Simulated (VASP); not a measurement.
Write the native input for VASP 6.6.1 that does the following.

```
Task                   : relaxation of cell and atoms
Functional             : LDA
Potentials or basis    : VASP PAW LDA potentials, release 64 (In_d)
Cutoff                 : 600 eV
k mesh                 : 10 × 10 × 10
Occupations            : fermi-dirac, width 0.05 eV
Spin                   : no spin polarisation
Ladder                 : gaps
Further INCAR settings : ALGO = Fast; EDIFF = 1e-06; IBRION = 2; EDIFFG = -0.01; NSW = 60; ISIF = 3
```

The structure of In lies in POSCAR:

```
In
1.0
   -1.6254700000      1.6254700000      2.4737000000
    1.6254700000     -1.6254700000      2.4737000000
    1.6254700000      1.6254700000     -2.4737000000
In
1
Direct
    0.0000000000      0.0000000000      0.0000000000
```

The input as run:

INCAR

```
SYSTEM = In
ALGO = Fast
EDIFF = 1E-6
EDIFFG = -0.01
ENCUT = 600
IBRION = 2
ISIF = 3
ISMEAR = -1
LASPH = .True.
LCHARG = .False.
LREAL = .False.
LWAVE = .False.
NELM = 60
NSW = 60
PREC = Accurate
SIGMA = 0.05
```

KPOINTS

```
k-points
0
Gamma
  10 10 10
  0 0 0
```

Potentials or basis: VASP PAW LDA potentials, release 64 (In_d).

Run with:

```bash
$ cat potpaw_LDA.64/In_d/POTCAR > POTCAR
$ mpirun -np 1 vasp_std > vasp.out
```

It gave:

```yaml
Relaxed_volume: 24.65 Å³/atom
Relaxed_cell: a = 3.269 Å, b = 3.269 Å, c = 3.269 Å, α = 120.15°, β = 120.15°, γ = 89.74°
Space_group_after_relaxing_to_0.05_Å: Fm-3m (No. 225)
Energy_gained_by_relaxing: 23.6 meV/atom
Ionic_steps: 7
Pressure_after_relaxing: 0.0 GPa
Band_gap_on_the_k_mesh: none (metal or under the smearing width)
```

Wall time 90 s on 1 thread of Intel(R) Xeon(R) Platinum 8488C (Sapphire Rapids), with other jobs on the host, peak memory 0.17 GiB.
